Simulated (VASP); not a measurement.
# C in VASP: further runs

One slab, C, is run at these levels: PBE+D3(BJ); tasks: single point.

Everything below comes from runs of VASP 6.6.1. Logs are shortened: lines on timing, memory, paths and dates and some standing lists are left out, and cuts for length are marked.

**1. The structure**

The cell holds a slab with vacuum, 4 atoms: a = 2.465 Å, b = 2.465 Å, c = 32.744 Å, α = 90.00°, β = 90.00°, γ = 120.00°.

The slab is cut from a database's or a generator's crystal, which needn't be the stable form of the element.

**2. Single point, PBE+D3(BJ)**

The input, INCAR:

```
SYSTEM = C
PREC = Accurate
ENCUT = 520
EDIFF = 1E-7
ISMEAR = 0
SIGMA = 0.1
LREAL = .FALSE.
LASPH = .TRUE.
NELM = 100
ALGO = Fast
ISIF = 2
LWAVE = .FALSE.
LCHARG = .FALSE.
LDIPOL = .TRUE.
IDIPOL = 3
DIPOL = 0.5 0.5 0.500
GGA = PE
IVDW = 12
NBANDS = 16
```

The input, KPOINTS:

```
regular mesh
0
G
  21 21 1
  0 0 0
```

The input, POSCAR:

```
C
1.0
    2.4652993205      0.0000000000      0.0000000000
   -1.2326496602      2.1350118395      0.0000000000
    0.0000000000      0.0000000000     32.7441729557
C
4
Direct
    0.0000000000      0.0000000000      0.4480190564
    0.6666666667      0.3333333333      0.4480059360
    0.0000000000      0.0000000000      0.5519809436
    0.3333333333      0.6666666667      0.5519940640
```

Potentials or basis: VASP PAW PBE potentials, release 64 (C).

Run with:

```sh
> cat potpaw_PBE.64/C/POTCAR > POTCAR
> mpirun -np 1 vasp_std > vasp.out
```

OUTCAR:

```text
SYSTEM = C
   PREC = Accurate
   ENCUT = 520
   EDIFF = 1E-7
   ISMEAR = 0
   LREAL = .FALSE.
   LASPH = .TRUE.
   NELM = 100
   ISIF = 2
   GGA = PE
   IVDW = 12
 IVDW          = 12

 ion  position               nearest neighbor table
   1  0.000  0.000  0.448-   2 1.42   2 1.42   2 1.42
   2  0.667  0.333  0.448-   1 1.42   1 1.42   1 1.42
   3  0.000  0.000  0.552-   4 1.42   4 1.42   4 1.42
   4  0.333  0.667  0.552-   3 1.42   3 1.42   3 1.42

  LATTYP: Found a hexagonal cell.
 ALAT       =     2.4652993205
 C/A-ratio  =    13.2820273317

  Lattice vectors:

 A1 = (   2.4652993205,   0.0000000000,   0.0000000000)
 A2 = (  -1.2326496602,   2.1350118395,   0.0000000000)
 A3 = (   0.0000000000,   0.0000000000,  32.7441729557)

Analysis of symmetry for initial positions (statically):
=====================================================================
 Subroutine PRICEL returns:
 Original cell was already a primitive cell.

 Routine SETGRP: Setting up the symmetry group for a
 hexagonal supercell.

 Subroutine GETGRP returns: Found 12 space group operations
 (whereof 12 operations were pure point group operations)
 out of a pool of 24 trial point group operations.

The static configuration has the point symmetry D_3d.

Analysis of symmetry for dynamics (positions and initial velocities):
=====================================================================
 Subroutine PRICEL returns:
 Original cell was already a primitive cell.

 Routine SETGRP: Setting up the symmetry group for a
 hexagonal supercell.

 Subroutine GETGRP returns: Found 12 space group operations
 (whereof 12 operations were pure point group operations)
 out of a pool of 24 trial point group operations.

The dynamic configuration has the point symmetry D_3d.

 Subroutine INISYM returns: Found 12 space group operations
 (whereof 12 operations are pure point group operations),
 and found     1 'primitive' translations

----------------------------------------------------------------------------------------

                                     Primitive cell

  volume of cell :     172.3471

  direct lattice vectors                    reciprocal lattice vectors
     2.465299320  0.000000000  0.000000000     0.405630258  0.234190739  0.000000000
    -1.232649660  2.135011840  0.000000000     0.000000000  0.468381478  0.000000000
     0.000000000  0.000000000 32.744172956     0.000000000  0.000000000  0.030539785

  length of vectors
     2.465299320  2.465299320 32.744172956     0.468381478  0.468381478  0.030539785

  position of ions in fractional coordinates (direct lattice)
     0.000000000  0.000000000  0.448019056
     0.666666667  0.333333333  0.448005936
     0.000000000  0.000000000  0.551980944
     0.333333333  0.666666667  0.551994064

  ion indices of the primitive-cell ions
   primitive index   ion index
                 1           1
                 2           2
                 3           3
                 4           4

----------------------------------------------------------------------------------------

 KPOINTS: regular mesh

Automatic generation of k-mesh.
 Grid dimensions read from file:
 generate k-points for:   21   21    1

 Generating k-lattice:

  Cartesian coordinates                     Fractional coordinates (reciprocal lattice)
     0.019315727  0.011151940  0.000000000     0.047619048  0.000000000  0.000000000
     0.000000000  0.022303880  0.000000000     0.000000000  0.047619048  0.000000000
     0.000000000  0.000000000  0.030539785     0.000000000  0.000000000  1.000000000

  Length of vectors
     0.022303880  0.022303880  0.030539785

  Shift w.r.t. Gamma in fractional coordinates (k-lattice)
     0.000000000  0.000000000  0.000000000

 Subroutine IBZKPT returns following result:
 ===========================================

 Found     48 irreducible k-points:

 Following reciprocal coordinates:
            Coordinates               Weight
  0.000000  0.000000  0.000000      1.000000
  0.047619  0.000000  0.000000      6.000000
  0.095238  0.000000  0.000000      6.000000
  0.142857  0.000000  0.000000      6.000000
  0.190476  0.000000  0.000000      6.000000
  0.238095  0.000000  0.000000      6.000000
[... 16 lines left out ...]
  0.142857  0.095238  0.000000     12.000000
  0.190476  0.095238  0.000000     12.000000
 [... further k-points ...]
   k-points           NKPTS =     48   k-points in BZ     NKDIM =     48   number of bands    NBANDS=     16
   number of dos      NEDOS =    301   number of ions     NIONS =      4
   total plane-waves  NPLWV =  81000
   dimension x,y,z NGX =    18 NGY =   18 NGZ =  250
   dimension x,y,z NGXF=    36 NGYF=   36 NGZF=  500
   ions per type =               4
   NGX,Y,Z   is equivalent  to a cutoff of  12.14, 12.14, 12.69 a.u.
   NGXF,Y,Z  is equivalent  to a cutoff of  24.28, 24.28, 25.39 a.u.
 SYSTEM =  C
   PREC   = accura    normal or accurate (medium, high low for compatibility)
   ISTART =      0    job   : 0-new  1-cont  2-samecut
   ICHARG =      2    charge: 1-file 2-atom 10-const
   ISPIN  =      1    spin polarized calculation?
   LNONCOLLINEAR =      F non collinear calculations
   LSORBIT =      F    spin-orbit coupling
   LASPH  =      T    aspherical Exc in radial PAW
   ENCUT  =  520.0 eV  38.22 Ry    6.18 a.u.   4.58  4.58 60.88*2*pi/ulx,y,z
   NELM   =    100;   NELMIN=  2; NELMDL= -5     # of ELM steps
   EDIFF  = 0.1E-06   stopping-criterion for ELM
   LREAL  =      F    real-space projection
   EDIFFG = 0.1E-05   stopping-criterion for IOM
   NSW    =      0    number of steps for IOM
   IBRION =     -1    ionic relax: 0-MD 1-quasi-New 2-CG
   NFREE  =      0    steps in history (QN), initial steepest desc. (CG)
   ISIF   =      2    stress and relaxation
   ISYM   =      2    0-nonsym 1-usesym 2-fastsym
   POTIM  = 0.5000    time-step for ionic-motion
   TEBEG  =    0.0;   TEEND  =   0.0 temperature during run
   PSTRESS=    0.0 pullay stress
   NELECT =      16.0000    total number of electrons
   NUPDOWN=      -1.0000    fix difference up-down
   EMIN   =  10.00;   EMAX   =-10.00  energy-range for DOS
   EFERMI =   0.00;   METHOD = LEGACY
   ISMEAR =     0;   SIGMA  =   0.10  broadening in eV -4-tet -1-fermi 0-gaus
   EFERMI_NEDOS =   21; number of points for ismear=-14 and -15
   IALGO  =     68    algorithm
   IMIX   =      4    mixing-type and parameters
     AMIX     =   0.40;   BMIX     =  1.00
     AMIX_MAG =   1.60;   BMIX_MAG =  1.00
  volume/ion in A,a.u.               =      43.09       290.76
  Fermi-wavevector in a.u.,A,eV,Ry     =   0.741276  1.400809  7.476275  0.549491
  Thomas-Fermi vector in A             =   1.835879
   LORBIT       =      0    0 simple, 1 ext, 2 COOP (PROOUT), +10 PAW based schemes
   GGA     = PE    functional components
   LHFCALC =     F    Hartree Fock is set to
   AEXX    =    0.0000 exact exchange contribution
   IVDW    =    12    specifies the selected vdW correction
   LEPSILON=     F    determine dielectric tensor
   LRPA    =     F    only Hartree local field effects (RPA)
 non-spin polarized calculation
 RMM-DIIS sequential band-by-band and
 Gauss-broadening in eV      SIGMA  =   0.10
  energy-cutoff  :      520.00
  volume of cell :      172.35
 maximum number of plane-waves:      4704
   NGX =  9   NGY =  9   NGZ =121

 dipolmoment           0.000000      0.000000     -0.000000 electrons x Angstroem

 number of electron      15.9999993 magnetization

 dipolmoment           0.000000      0.000000      0.000000 electrons x Angstroem

 Free energy of the ion-electron system (eV)
  ---------------------------------------------------
  ext. energy  EPLUGINS =         0.00000000
  ---------------------------------------------------
  free energy    TOTEN  =       -36.88055061 eV

  energy without entropy =      -36.88003884  energy(sigma->0) =      -36.88029473

 E-fermi :  -2.4365     XC(G=0):  -2.3975

 val. band max:       -2.4364962183   @ k =   0.3333   0.3333   0.0000
 cond. band min:      -2.1188083117   @ k =   0.3333   0.3333   0.0000
 fundamental gap:      0.3176879066
 Fermi energy:        -2.4364956209

 k-point     1 :       0.0000    0.0000    0.0000
  band No.  band energies     occupation
      1     -22.0186      2.00000
      2     -21.8844      2.00000
      3     -10.4897      2.00000
      4      -9.5855      2.00000
      5      -5.4681      2.00000
      6      -5.4681      2.00000
[... 8 lines left out ...]
     15       5.8865      0.00000
     16       5.9028      0.00000

 k-point     2 :       0.0476    0.0000    0.0000
  band No.  band energies     occupation
      1     -21.9648      2.00000
      2     -21.8310      2.00000
      3     -10.4248      2.00000
      4      -9.5226      2.00000
      5      -5.6896      2.00000
      6      -5.6792      2.00000
[... 8 lines left out ...]
     15       6.0077      0.00000
     16       6.1279      0.00000

 k-point     3 :       0.0952    0.0000    0.0000
  band No.  band energies     occupation
      1     -21.8034      2.00000
      2     -21.6710      2.00000
      3     -10.2306      2.00000
      4      -9.3342      2.00000
      5      -6.3104      2.00000
      6      -6.2941      2.00000
[... 8 lines left out ...]
     15       6.7842      0.00000
     16       6.8138      0.00000

 k-point     4 :       0.1429    0.0000    0.0000
  band No.  band energies     occupation
      1     -21.5350      2.00000
      2     -21.4048      2.00000
      3      -9.9085      2.00000
      4      -9.0222      2.00000
      5      -7.2304      2.00000
      6      -7.2065      2.00000
[... 8 lines left out ...]
     15       5.9972      0.00000
     16       7.5582      0.00000

 k-point     5 :       0.1905    0.0000    0.0000
  band No.  band energies     occupation
      1     -21.1607      2.00000
      2     -21.0336      2.00000
      3      -9.4614      2.00000
      4      -8.5903      2.00000
      5      -8.3432      2.00000
      6      -8.3106      2.00000
[... 8 lines left out ...]
     15       6.2850      0.00000
     16       6.4853      0.00000

 k-point     6 :       0.2381    0.0000    0.0000
  band No.  band energies     occupation
      1     -20.6819      2.00000
      2     -20.5588      2.00000
      3      -9.5626      2.00000
      4      -9.5212      2.00000
      5      -8.8940      2.00000
      6      -8.0439      2.00000
[... 8 lines left out ...]
     15       5.6216      0.00000
     16       5.7497      0.00000
[... 267 lines left out ...]
 k-point    21 :       0.4762    0.0476    0.0000
  band No.  band energies     occupation
      1     -16.6972      2.00000
      2     -16.6474      2.00000
      3     -15.6487      2.00000
      4     -15.6111      2.00000
      5      -9.0354      2.00000
      6      -9.0093      2.00000
[... 8 lines left out ...]
     15       9.2695      0.00000
     16       9.3506      0.00000

 k-point    22 :       0.0952    0.0952    0.0000
  band No.  band energies     occupation
      1     -21.3744      2.00000
      2     -21.2455      2.00000
      3      -9.7162      2.00000
      4      -8.8361      2.00000
      5      -7.5706      2.00000
      6      -7.5551      2.00000
[... 8 lines left out ...]
     15       6.4497      0.00000
     16       7.3808      0.00000

 k-point    23 :       0.1429    0.0952    0.0000
  band No.  band energies     occupation
      1     -21.0008      2.00000
      2     -20.8751      2.00000
      3      -9.2708      2.00000
      4      -8.5142      2.00000
      5      -8.4913      2.00000
      6      -8.4055      2.00000
[... 8 lines left out ...]
     15       6.5196      0.00000
     16       6.6301      0.00000

 k-point    24 :       0.1905    0.0952    0.0000
  band No.  band energies     occupation
      1     -20.5232      2.00000
      2     -20.4014      2.00000
      3      -9.6156      2.00000
      4      -9.5804      2.00000
      5      -8.7055      2.00000
      6      -7.9542      2.00000
[... 8 lines left out ...]
     15       6.4563      0.00000
     16       6.5985      0.00000

 [... further k-points ...]

------------------------ aborting loop because EDIFF is reached ----------------------------------------

 vacuum level on the upper side and lower side of the slab       (xc-potential included)        -0.009        -0.009

 Edisp (eV)   -0.47397

 E8    (eV) :    -0.1417

  FORCE on cell =-STRESS in cart. coord.  units (eV):
  Direction    XX          YY          ZZ          XY          YZ          ZX
  --------------------------------------------------------------------------------------
  -------------------------------------------------------------------------------------
  Total       0.15617     0.15617    -0.02147     0.00000     0.00000     0.00000
  in kB       1.45183     1.45183    -0.19960     0.00000     0.00000     0.00000
  external pressure =        0.90 kB  Pullay stress =        0.00 kB

 VOLUME and BASIS-vectors are now :
 -----------------------------------------------------------------------------
  energy-cutoff  :      520.00
  volume of cell :      172.35
      direct lattice vectors                 reciprocal lattice vectors
     2.465299320  0.000000000  0.000000000     0.405630258  0.234190739  0.000000000
    -1.232649660  2.135011840  0.000000000     0.000000000  0.468381478  0.000000000
     0.000000000  0.000000000 32.744172956     0.000000000  0.000000000  0.030539785

 POSITION                                       TOTAL-FORCE (eV/Angst)
 -----------------------------------------------------------------------------------
      0.00000      0.00000     14.67001         0.000000      0.000000     -0.000081
      1.23265      0.71167     14.66958        -0.000000      0.000000      0.000024
      0.00000      0.00000     18.07416        -0.000000      0.000000      0.000081
     -0.00000      1.42334     18.07459         0.000000     -0.000000     -0.000024
 -----------------------------------------------------------------------------------
    total drift:                               -0.000000     -0.000000      0.000000

  FREE ENERGIE OF THE ION-ELECTRON SYSTEM (eV)
  ---------------------------------------------------
  free  energy   TOTEN  =       -37.3545203842 eV

  energy  without entropy=      -37.3540086076  energy(sigma->0) =      -37.35426450

 vacuum level on the upper side and lower side of the slab         1.823         1.823
```

Run time: 2.2 min. Hardware: 1 thread of AMD EPYC 9R45 (Zen 5), shared host; peak memory 0.28 GiB.

Results:

| Quantity | Value |
| --- | --- |
| Free energy | -37.3545 eV |
| Band gap on the k mesh | none (metal or under the smearing width) |
| Dispersion energy per atom | -0.118 eV |

**3. Single point, PBE+D3(BJ)**

The input, INCAR:

```
ALGO = Fast
DIPOL = 0.5 0.5 0.500
EDIFF = 1E-6
ENCUT = 520
GGA = PE
IDIPOL = 3
ISIF = 2
ISMEAR = 0
IVDW = 12
LASPH = True
LCHARG = False
LDIPOL = True
LREAL = False
LWAVE = False
NBANDS = 16
NELM = 100
PREC = Accurate
SIGMA = 0.1
```

The input, KPOINTS:

```
k-points
0
Gamma
  21 21 1
```

The input, POSCAR:

```
C
1.0
    2.4649740435      0.0000000000      0.0000000000
   -1.2324870217      2.1347301413      0.0000000000
    0.0000000000      0.0000000000     32.7441729557
C
4
Direct
    0.0000000000      0.0000000000      0.4485086021
    0.6666666667      0.3333333333      0.4485086021
    0.0000000000      0.0000000000      0.5514913979
    0.3333333333      0.6666666667      0.5514913979
```

Potentials or basis: VASP PAW PBE potentials, release 64 (C).

Run with:

```sh
> cat potpaw_PBE.64/C/POTCAR > POTCAR
> mpirun -np 1 vasp_std > vasp.out
```

It took 1.9 min on 1 thread of AMD EPYC 9R45 (Zen 5), shared host; peak memory 0.28 GiB.

Results (log left out):

```
Free energy                : -37.3543 eV
Largest force              : 0.013 eV/Å
Band gap on the k mesh     : none (metal or under the smearing width)
Dispersion energy per atom : -0.119 eV
```

Forces in eV/Å, atoms in the order of the input:
```
C    0.000  0.000  0.003
C    0.000  0.000 -0.013
C    0.000  0.000 -0.003
C    0.000  0.000  0.013
```

Levels at points of the mesh, in eV from the Fermi level:
```tsv
k point	band 6	band 7	band 8	band 9	band 10	band 11
(0.00, 0.00, 0.00)	-3.03	-3.02	-3.02	3.44	3.79	4.27
```
